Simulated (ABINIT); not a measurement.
# TiAl (P-6m2) in ABINIT: a series of runs

The runs below take TiAl through single point, with PBEsol, PBE.

All numbers are computed with ABINIT 10.8.3 (patched build); they aren't measurements. Logs are shortened: lines on timing, memory, paths and dates and some standing lists are left out, and cuts for length are marked. The log counts tension as positive stress, the text compression.

### 1 The structure

The structure is hexagonal, space group P-6m2 (No. 187). Conventional cell: a = 2.867 Å, b = 2.867 Å, c = 4.678 Å, α = 90.00°, β = 90.00°, γ = 120.00°. Around Ti (site symmetry -6m2) lie 6 Al at 2.87 Å and 6 Ti at 2.87 Å. Al (site symmetry -6m2) is surrounded by 6 Ti at 2.87 Å and 6 Al at 2.87 Å.

The cell comes from a database or a generator and needn't be the stable form of this composition.

### 2 Single point, PBEsol

run.abi reads:

```
pp_dirpath "./"
pseudos "Ti.upf, Al.upf"

acell 3*1.0
rprim
     5.4183403473     0.0000000000     0.0000000000
    -2.7091701735     4.6924203870     0.0000000000
     0.0000000000     0.0000000000     8.8402956583
ntypat 2
znucl 22 13
natom 2
typat 1 2
xcart
     0.0000000000     0.0000000000     0.0000000000
    -0.0000000001     1.6554146219     2.3390415000 Angstrom

ecut 42.0

kptopt 1
ngkpt 11 11 6
nshiftk 1
shiftk 0.0 0.0 0.0

ixc -116133

nband 12
occopt 3
tsmear 0.00183747

nstep 100
tolvrs 1.0e-10

iomode 3
prtwf 0
prtden 0
prteig 0
prtebands 0
```

Potentials or basis: PseudoDojo NC SR PBEsol v0.4.1 standard.

The run is started by

```console
abinit run.abi > log 2>&1
```

run.abo:

```text
.Version 10.8.3 of ABINIT
 Symmetries : space group P-6 m 2 (#187); Bravais hP (primitive hexag.)
================================================================================
 Values of the parameters that define the memory need of the present run
     intxc =       0    ionmov =       0      iscf =       7    lmnmax =       6
     lnmax =       6     mgfft =      54  mpssoang =       3    mqgrid =    3001
     natom =       2  nloc_mem =       1    nspden =       1   nspinor =       1
    nsppol =       1      nsym =      12    n1xccc =    2501    ntypat =       2
    occopt =       3   xclevel =       2
       mpw =        2952          nfft =       55296          nkpt =          64
================================================================================
================================================================================

--------------------------------------------------------------------------------
------------- Echo of variables that govern the present computation ------------
--------------------------------------------------------------------------------
 -outvars: echo values of preprocessed input variables --------
            acell      1.0000000000E+00  1.0000000000E+00  1.0000000000E+00 Bohr
              amu      4.78800000E+01  2.69815390E+01
             ecut      4.20000000E+01 Hartree
                       outvar_i_n : Printing only first  50 k-points.
              ixc     -116133
                       outvar_i_n : Printing only first  50 k-points.
         kptrlatt       11    0    0      0   11    0      0    0    6
          kptrlen      5.30417739E+01
            natom           2
            nband          12
            ngfft          32      32      54
             nkpt          64
            nstep         100
             nsym          12
           ntypat           2
                       prtocc : prtvol=0, do not print more k-points.
           occopt           3
           prtden           0
        prtebands           0
           prteig           0
            prtwf           0
            rprim      5.4183403473E+00  0.0000000000E+00  0.0000000000E+00
                      -2.7091701735E+00  4.6924203870E+00  0.0000000000E+00
                       0.0000000000E+00  0.0000000000E+00  8.8402956583E+00
          spgroup         187
           tolvrs      1.00000000E-10
           tsmear      1.83747000E-03 Hartree
            typat      1  2
                       outvars : Printing only first  50 k-points.
           xangst      0.0000000000E+00  0.0000000000E+00  0.0000000000E+00
                       5.2917711545E-11  1.6554146207E+00  2.3390414984E+00
            xcart      0.0000000000E+00  0.0000000000E+00  0.0000000000E+00
                       9.9999982029E-11  3.1282802580E+00  4.4201478292E+00
             xred      0.0000000000E+00  0.0000000000E+00  0.0000000000E+00
                       3.3333333333E-01  6.6666666667E-01  5.0000000000E-01
            znucl       22.00000   13.00000

================================================================================
[... 95 lines left out ...]
 Atom  Sphere_radius  Integrated_density
    1        2.00000          9.51335583
    2        2.00000          0.91014374
================================================================================

 ----iterations are completed or convergence reached----

 Mean square residual over all n,k,spin=   20.408E-07; max=  58.700E-05
 reduced coordinates (array xred) for    2 atoms
       0.000000000000      0.000000000000      0.000000000000
       0.333333333333      0.666666666667      0.500000000000
 rms dE/dt=  2.8361E-28; max dE/dt=  6.7316E-28; dE/dt below (all hartree)
    1      -0.000000000000      0.000000000000      0.000000000000
    2      -0.000000000000     -0.000000000000      0.000000000000

 cartesian coordinates (angstrom) at end:
    1      0.00000000000000     0.00000000000000     0.00000000000000
    2      0.00000000005292     1.65541462072830     2.33904149842171

 cartesian forces (hartree/bohr) at end:
    1      0.00000000000000    -0.00000000000000    -0.00000000000000
    2     -0.00000000000000     0.00000000000000    -0.00000000000000
 frms,max,avg= 4.2485688E-29 7.3521795E-29   0.000E+00  0.000E+00  0.000E+00 h/b

 cartesian forces (eV/Angstrom) at end:
    1      0.00000000000000    -0.00000000000000    -0.00000000000000
    2     -0.00000000000000     0.00000000000000    -0.00000000000000
 frms,max,avg= 2.1847019E-27 3.7806427E-27   0.000E+00  0.000E+00  0.000E+00 e/A
 length scales=  1.000000000000  1.000000000000  1.000000000000 bohr
              =  0.529177210544  0.529177210544  0.529177210544 angstroms
 Fermi (or HOMO) energy (hartree) =   0.31125   Average Vxc (hartree)=  -0.40120
 Eigenvalues (hartree) for nkpt=  64  k points:
 kpt#   1, nband= 12, wtk=  0.00138, kpt=  0.0000  0.0000  0.0000 (reduced coord)
  -1.75622   -0.89009   -0.87477   -0.87477   -0.01545    0.22724    0.24511    0.35905
   0.35905    0.41377    0.41377    0.45579
      occupation numbers for kpt#   1
   2.00000    2.00000    2.00000    2.00000    2.00000    2.00000    2.00000    0.00000
   0.00000    0.00000    0.00000    0.00000
 prteigrs : prtvol=0 or 1, do not print more k-points.

--- !EnergyTerms
iteration_state     : {dtset: 1, }
comment             : Components of total free energy in Hartree
kinetic             :  2.43243750235810E+01
hartree             :  1.81517608730801E+01
xc                  : -9.72835124504650E+00
Ewald energy        : -3.82921871093495E+01
psp_core            :  1.03136042670201E+00
local_psp           : -5.79970387032172E+01
non_local_psp       :  8.71548606705597E-01
internal            : -6.16385321275445E+01
'-kT*entropy'       : -8.69561171998718E-04
total_energy        : -6.16394016887165E+01
total_energy_eV     : -1.67729356732284E+03
band_energy         : -7.28029467191302E+00
...

 Cartesian components of stress tensor (hartree/bohr^3)
  sigma(1 1)=  7.95100473E-05  sigma(3 2)=  0.00000000E+00
  sigma(2 2)=  7.95100475E-05  sigma(3 1)=  0.00000000E+00
  sigma(3 3)=  1.35253402E-04  sigma(2 1)= -1.49222508E-13

-Cartesian components of stress tensor (GPa)         [Pressure= -2.8859E+00 GPa]
- sigma(1 1)=  2.33926635E+00  sigma(3 2)=  0.00000000E+00
- sigma(2 2)=  2.33926636E+00  sigma(3 1)=  0.00000000E+00
- sigma(3 3)=  3.97929248E+00  sigma(2 1)= -4.39027775E-09

== END DATASET(S) ==============================================================
================================================================================

 -outvars: echo values of variables after computation  --------
            acell      1.0000000000E+00  1.0000000000E+00  1.0000000000E+00 Bohr
           etotal     -6.1639401689E+01
            fcart      3.1059386391E-30 -7.3521794887E-29 -0.0000000000E+00
                      -3.1059386391E-30  7.3521794887E-29 -0.0000000000E+00
            rprim      5.4183403473E+00  0.0000000000E+00  0.0000000000E+00
                      -2.7091701735E+00  4.6924203870E+00  0.0000000000E+00
                       0.0000000000E+00  0.0000000000E+00  8.8402956583E+00
           strten      7.9510047283E-05  7.9510047506E-05  1.3525340217E-04
                       0.0000000000E+00  0.0000000000E+00 -1.4922250761E-13
           xangst      0.0000000000E+00  0.0000000000E+00  0.0000000000E+00
                       5.2917711545E-11  1.6554146207E+00  2.3390414984E+00
             xred      0.0000000000E+00  0.0000000000E+00  0.0000000000E+00
                       3.3333333333E-01  6.6666666667E-01  5.0000000000E-01
 Calculation completed.
```

Wall time 33 s (1 thread of AMD EPYC 9R45 (Zen 5), shared host); peak memory 0.1 GiB.

What came out:

- Free energy: -1677.2936 eV
- Pressure: -2.9 GPa
- Band gap on the k mesh: none (metal or under the smearing width)
- Valence electrons inside the program's atomic spheres: Ti 9.51; Al 0.91

### 3 Single point, PBEsol

run.abi is that of step 2.

Potentials or basis: PseudoDojo NC SR PBEsol v0.4 stringent.

The run is started by

```console
abinit run.abi > log 2>&1
```

run.abo:

```text
.Version 10.8.3 of ABINIT
 Symmetries : space group P-6 m 2 (#187); Bravais hP (primitive hexag.)
================================================================================
 Values of the parameters that define the memory need of the present run
     intxc =       0    ionmov =       0      iscf =       7    lmnmax =       6
     lnmax =       6     mgfft =      54  mpssoang =       3    mqgrid =    3001
     natom =       2  nloc_mem =       1    nspden =       1   nspinor =       1
    nsppol =       1      nsym =      12    n1xccc =    2501    ntypat =       2
    occopt =       3   xclevel =       2
       mpw =        2952          nfft =       55296          nkpt =          64
================================================================================
================================================================================

--------------------------------------------------------------------------------
------------- Echo of variables that govern the present computation ------------
--------------------------------------------------------------------------------
 -outvars: echo values of preprocessed input variables --------
            acell      1.0000000000E+00  1.0000000000E+00  1.0000000000E+00 Bohr
              amu      4.78800000E+01  2.69815390E+01
             ecut      4.20000000E+01 Hartree
                       outvar_i_n : Printing only first  50 k-points.
              ixc     -116133
                       outvar_i_n : Printing only first  50 k-points.
         kptrlatt       11    0    0      0   11    0      0    0    6
          kptrlen      5.30417739E+01
            natom           2
            nband          12
            ngfft          32      32      54
             nkpt          64
            nstep         100
             nsym          12
           ntypat           2
                       prtocc : prtvol=0, do not print more k-points.
           occopt           3
           prtden           0
        prtebands           0
           prteig           0
            prtwf           0
            rprim      5.4183403473E+00  0.0000000000E+00  0.0000000000E+00
                      -2.7091701735E+00  4.6924203870E+00  0.0000000000E+00
                       0.0000000000E+00  0.0000000000E+00  8.8402956583E+00
          spgroup         187
           tolvrs      1.00000000E-10
           tsmear      1.83747000E-03 Hartree
[... 120 lines left out ...]

 cartesian coordinates (angstrom) at end:
    1      0.00000000000000     0.00000000000000     0.00000000000000
    2      0.00000000005292     1.65541462072830     2.33904149842171

 cartesian forces (hartree/bohr) at end:
    1      0.00000000000000    -0.00000000000000    -0.00000000000000
    2     -0.00000000000000     0.00000000000000    -0.00000000000000
 frms,max,avg= 4.2485688E-29 7.3521795E-29   0.000E+00  0.000E+00  0.000E+00 h/b

 cartesian forces (eV/Angstrom) at end:
    1      0.00000000000000    -0.00000000000000    -0.00000000000000
    2     -0.00000000000000     0.00000000000000    -0.00000000000000
 frms,max,avg= 2.1847019E-27 3.7806427E-27   0.000E+00  0.000E+00  0.000E+00 e/A
 length scales=  1.000000000000  1.000000000000  1.000000000000 bohr
              =  0.529177210544  0.529177210544  0.529177210544 angstroms
 Fermi (or HOMO) energy (hartree) =   0.31125   Average Vxc (hartree)=  -0.40120
 Eigenvalues (hartree) for nkpt=  64  k points:
 kpt#   1, nband= 12, wtk=  0.00138, kpt=  0.0000  0.0000  0.0000 (reduced coord)
  -1.75622   -0.89009   -0.87477   -0.87477   -0.01545    0.22724    0.24511    0.35905
   0.35905    0.41377    0.41377    0.45579
      occupation numbers for kpt#   1
   2.00000    2.00000    2.00000    2.00000    2.00000    2.00000    2.00000    0.00000
   0.00000    0.00000    0.00000    0.00000
 prteigrs : prtvol=0 or 1, do not print more k-points.

--- !EnergyTerms
iteration_state     : {dtset: 1, }
comment             : Components of total free energy in Hartree
kinetic             :  2.43243750235810E+01
hartree             :  1.81517608730801E+01
xc                  : -9.72835124504650E+00
Ewald energy        : -3.82921871093495E+01
psp_core            :  1.03136042670201E+00
local_psp           : -5.79970387032172E+01
non_local_psp       :  8.71548606705597E-01
internal            : -6.16385321275445E+01
'-kT*entropy'       : -8.69561171998718E-04
total_energy        : -6.16394016887165E+01
total_energy_eV     : -1.67729356732284E+03
band_energy         : -7.28029467191302E+00
...

 Cartesian components of stress tensor (hartree/bohr^3)
  sigma(1 1)=  7.95100473E-05  sigma(3 2)=  0.00000000E+00
  sigma(2 2)=  7.95100475E-05  sigma(3 1)=  0.00000000E+00
  sigma(3 3)=  1.35253402E-04  sigma(2 1)= -1.49222508E-13

-Cartesian components of stress tensor (GPa)         [Pressure= -2.8859E+00 GPa]
- sigma(1 1)=  2.33926635E+00  sigma(3 2)=  0.00000000E+00
- sigma(2 2)=  2.33926636E+00  sigma(3 1)=  0.00000000E+00
- sigma(3 3)=  3.97929248E+00  sigma(2 1)= -4.39027775E-09

== END DATASET(S) ==============================================================
================================================================================

 -outvars: echo values of variables after computation  --------
            acell      1.0000000000E+00  1.0000000000E+00  1.0000000000E+00 Bohr
           etotal     -6.1639401689E+01
            fcart      3.1059386391E-30 -7.3521794887E-29 -0.0000000000E+00
                      -3.1059386391E-30  7.3521794887E-29 -0.0000000000E+00
            rprim      5.4183403473E+00  0.0000000000E+00  0.0000000000E+00
                      -2.7091701735E+00  4.6924203870E+00  0.0000000000E+00
                       0.0000000000E+00  0.0000000000E+00  8.8402956583E+00
           strten      7.9510047283E-05  7.9510047506E-05  1.3525340217E-04
                       0.0000000000E+00  0.0000000000E+00 -1.4922250761E-13
           xangst      0.0000000000E+00  0.0000000000E+00  0.0000000000E+00
                       5.2917711545E-11  1.6554146207E+00  2.3390414984E+00
             xred      0.0000000000E+00  0.0000000000E+00  0.0000000000E+00
                       3.3333333333E-01  6.6666666667E-01  5.0000000000E-01
 Calculation completed.
```

It took 34 s on 1 thread of AMD EPYC 9R45 (Zen 5), shared host; peak memory 0.1 GiB.

What came out:

```
Free energy                                           : -1677.2936 eV
Pressure                                              : -2.9 GPa
Band gap on the k mesh                                : none (metal or under the smearing width)
Valence electrons inside the program's atomic spheres : Ti 9.51; Al 0.91
```

Stress tensor (GPa, compression positive):
```
-2.34  0.00  0.00
 0.00 -2.34  0.00
 0.00  0.00 -3.98
```

Levels at points of the mesh, in eV from the Fermi level:
| k point | band 4 | band 5 | band 6 | band 7 | band 8 | band 9 | band 10 | band 11 |
| --- | --- | --- | --- | --- | --- | --- | --- | --- |
| (0.00, 0.00, 0.00) | -32.27 | -8.89 | -2.29 | -1.80 | 1.30 | 1.30 | 2.79 | 2.79 |
| (0.00, 0.00, 0.50) | -32.27 | -7.99 | -5.25 | -0.41 | 1.31 | 1.31 | 2.72 | 2.72 |

### 4 Single point, PBEsol

run.abi, as its differences from that of step 3:

```diff
@@ -1,3 +1,3 @@
 pp_dirpath "./"
-pseudos "Ti.upf, Al.upf"
+pseudos "Ti.GGA_PBE-JTH.xml, Al.GGA_PBE-JTH.xml"
 
@@ -16,3 +16,5 @@
 
-ecut 42.0
+ecut 15.0
+pawecutdg 30.0
+pawxcdev 0
 
@@ -30,3 +32,3 @@
 nstep 100
-tolvrs 1.0e-10
+tolvrs 1.0e-9
```

Potentials or basis: JTH PAW PBE v2.0.

The run is started by

```console
abinit run.abi > log 2>&1
```

Wall time 9.7 s (1 thread of AMD EPYC 9R45 (Zen 5), shared host); peak memory 0.11 GiB.

The run converged. Its results:

```yaml
Free_energy: -1652.1430 eV
Pressure: -2.6 GPa
Band_gap_on_the_k_mesh: none (metal or under the smearing width)
Valence_electrons_inside_the_program's_atomic_spheres: Ti 10.17; Al 0.76
```

Stress tensor (GPa, compression positive):
```
-2.08  0.00  0.00
 0.00 -2.08  0.00
 0.00  0.00 -3.57
```

Levels at points of the mesh, in eV from the Fermi level:
```tsv
k point	band 4	band 5	band 6	band 7	band 8	band 9	band 10	band 11
(0.00, 0.00, 0.00)	-32.25	-8.90	-2.29	-1.80	1.29	1.29	2.79	2.79
(0.00, 0.00, 0.50)	-32.25	-8.00	-5.26	-0.42	1.31	1.31	2.71	2.71
```

Caveat: the PAW data sets were made with another functional, which shifts forces and pressure a little.

### 5 Single point, PBE

run.abi, as its differences from that of step 4:

```diff
@@ -1,3 +1,3 @@
 pp_dirpath "./"
-pseudos "Ti.GGA_PBE-JTH.xml, Al.GGA_PBE-JTH.xml"
+pseudos "Ti.upf, Al.upf"
 
@@ -16,5 +16,3 @@
 
-ecut 15.0
-pawecutdg 30.0
-pawxcdev 0
+ecut 42.0
 
@@ -25,3 +23,3 @@
 
-ixc -116133
+ixc 11
 
@@ -32,3 +30,3 @@
 nstep 100
-tolvrs 1.0e-9
+tolvrs 1.0e-10
```

Potentials or basis: PseudoDojo NC SR PBE v0.4.1 standard.

The run is started by

```console
abinit run.abi > log 2>&1
```

Wall time 56 s (1 thread of Arm Neoverse V2, shared host); peak memory 0.1 GiB.

Results (log left out):

- Free energy: -1678.7172 eV
- Pressure: 0.2 GPa
- Band gap on the k mesh: none (metal or under the smearing width)
- Valence electrons inside the program's atomic spheres: Ti 9.52; Al 0.91

Stress tensor (GPa, compression positive):
```
 0.80  0.00  0.00
 0.00  0.80  0.00
 0.00  0.00 -1.09
```

Levels at points of the mesh, in eV from the Fermi level:
```
           k point  band 5  band 6  band 7  band 8  band 9  band 10
(0.00, 0.00, 0.00)   -8.90   -2.28   -1.81    1.30    1.30     2.79
(0.00, 0.00, 0.50)   -8.01   -5.25   -0.41    1.31    1.31     2.72
```

### 6 Single point, PBE

run.abi is that of step 5.

Potentials or basis: PseudoDojo NC SR PBE v0.4 stringent.

The run is started by

```console
abinit run.abi > log 2>&1
```

Wall time 56 s (1 thread of Arm Neoverse V2, shared host); peak memory 0.1 GiB.

It converged, with:

* Free energy: -1678.7172 eV
* Pressure: 0.2 GPa
* Band gap on the k mesh: none (metal or under the smearing width)
* Valence electrons inside the program's atomic spheres: Ti 9.52; Al 0.91

Stress tensor (GPa, compression positive):
```
 0.80  0.00  0.00
 0.00  0.80  0.00
 0.00  0.00 -1.09
```

Levels at points of the mesh, in eV from the Fermi level:
```tsv
k point	band 5	band 6	band 7	band 8	band 9	band 10
(0.00, 0.00, 0.00)	-8.90	-2.28	-1.81	1.30	1.30	2.79
(0.00, 0.00, 0.50)	-8.01	-5.25	-0.41	1.31	1.31	2.72
```

### 7 Summary

| level | potentials or basis | cutoff (eV) | fine-grid cutoff | gap on the mesh (eV) | pressure (GPa) |
| --- | --- | --- | --- | --- | --- |
| PBEsol | PseudoDojo NC SR PBEsol v0.4.1 standard | 1143 | - | none | -2.9 |
| PBEsol | PseudoDojo NC SR PBEsol v0.4 stringent | 1143 | - | none | -2.9 |
| PBEsol | JTH PAW PBE v2.0 | 408 | 816.342 eV | none | -2.6 |
| PBE | PseudoDojo NC SR PBE v0.4.1 standard | 1143 | - | none | 0.2 |
| PBE | PseudoDojo NC SR PBE v0.4 stringent | 1143 | - | none | 0.2 |

Alike in all rows: task single point; no spin polarisation; cell as given; k mesh 11 × 11 × 6; smearing fermi-dirac 0.05 eV.

Caveats: the PAW data sets were made with another functional, which shifts forces and pressure a little (some runs).

Absolute energies hang on the potentials; compare differences alone.
